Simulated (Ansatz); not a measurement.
# Te: the cost of one run

Method: DFT PBE, scalar-relativistic, in Ansatz 0.2.0.

## (1) The system as given

It takes space group C2/m (No. 12, monoclinic). Conventional cell: a = 8.468 Å, b = 4.742 Å, c = 3.959 Å, α = 90.00°, β = 91.89°, γ = 90.00°. Te (site symmetry m) is surrounded by 6 Te at 2.99 to 3.25 Å. Te (site symmetry 2/m) has 6 Te at 2.99 to 3.10 Å as nearest neighbours.

Cell or atoms stand a little off a more symmetric structure (R-3m at a tolerance of 0.3 Å), so results at this geometry aren't those of that ideal crystal.

As a file:

```cif
data_structure
_symmetry_space_group_name_H-M 'P 1'
_symmetry_Int_Tables_number 1
_cell_length_a 4.8529
_cell_length_b 4.8529
_cell_length_c 3.9595
_cell_angle_alpha 91.647
_cell_angle_beta 91.647
_cell_angle_gamma 58.500
_cell_volume 79.46
loop_
_atom_site_label
_atom_site_type_symbol
_atom_site_fract_x
_atom_site_fract_y
_atom_site_fract_z
_atom_site_occupancy
Te1 Te 0.67600 0.67600 0.67500 1
Te2 Te 0.32400 0.32400 0.32500 1
Te3 Te 0.00000 0.00000 0.00000 1
```

Atoms are numbered in the order of the input: Te1, Te2, Te3.

## (2) The deformed structure

Space group C2/m before, C2/m after.

## (3) Full-potential LAPW

input.yaml

```yaml
crystal:
  lattice:
    - [4.2341, -2.3712, 0.0]
    - [4.2341, 2.3712, 0.0]
    - [-0.13045, 0.0, 4.0760705]
  atoms:
    - { symbol: Te, position: [0.676, 0.676, 0.675] }
    - { symbol: Te, position: [0.324, 0.324, 0.325] }
    - { symbol: Te, position: [0.0, 0.0, 0.0] }
kpoints:
  mp_grid: { grid: [8, 8, 8] }
  band_path:
    path:
      - [0.0, 0.0, 0.0]
      - [-0.3284871857, 0.3284871857, 0.0]
      - [-0.6715128143, -0.3284871857, 0.0]
      - [-0.5, -0.5, 0.0]
      - [0.0, 0.0, 0.0]
      - [-0.5, -0.5, 0.5]
      - [-0.6767260334, -0.3232739666, 0.5]
      - [-0.3232739666, 0.3232739666, 0.5]
      - [0.0, 0.0, 0.5]
    npoints: 5
scf:
  occupations: { method: fermi_dirac, width: 0.05 }
hamiltonian:
  xc: pbe
  pseudopotentials: { kind: all_electron, lapw: { basis_error: 0.001 } }
output:
  forces: true
  stress: true
  eigenvalues: true
```

Started as:

```sh
$ ansatz run input.yaml --threads 1 --pin off --max-ram 4096MiB --backend cpu --events-out ev --progress --plain --runs-dir out
```

What time and memory should one allow on 1 thread of Intel Xeon 6975P-C (Granite Rapids), shared host?

About 54 s, with a peak of 0.78 GiB.
